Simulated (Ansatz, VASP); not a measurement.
# Sr4O: VASP beside Ansatz

```
CELL_PARAMETERS angstrom
6.11384 0.00000 0.00000
0.00000 6.11384 0.00000
0.00000 0.00000 6.11384
ATOMIC_POSITIONS crystal
Sr 0.22434 0.22434 0.22434
Sr 0.77566 0.77566 0.22434
Sr 0.77566 0.22434 0.77566
Sr 0.22434 0.77566 0.77566
O 0.00000 0.00000 0.00000
```

Change from the starting cell: ordered vacancies on the anion sites of cuprite (P-43m, No. 215).

Alike in both runs: functional PBE; k mesh 6 × 6 × 6; occupations gaussian, width 0.1 eV; no spin polarisation.

Ansatz relaxed the structure, and its values are those at the end. VASP's run is a single point on that final structure, the one shown.

|  | VASP | Ansatz |
| --- | --- | --- |
| version | VASP 6.6.1 | Ansatz 0.2.0 |
| potentials or method | VASP PAW PBE potentials, release 64 (Sr_sv, O) | scalar-relativistic, plane waves, PAW |
| plane-wave cutoff (eV) | 520 | 420 |
| valence electrons in the cell | 46 | 46 |

```csv
,VASP,Ansatz,Ansatz less VASP
gap on the k mesh at the Fermi level (eV),none,none,-
pressure (GPa),0.1,0.0,-0.13
rms of the force components (eV/Å),0.030,0.002,-0.0286
```

A gap of «none» marks a metal or a gap that the smearing closes. With one functional, cell and mesh, what is left measures potentials, basis and numerics.
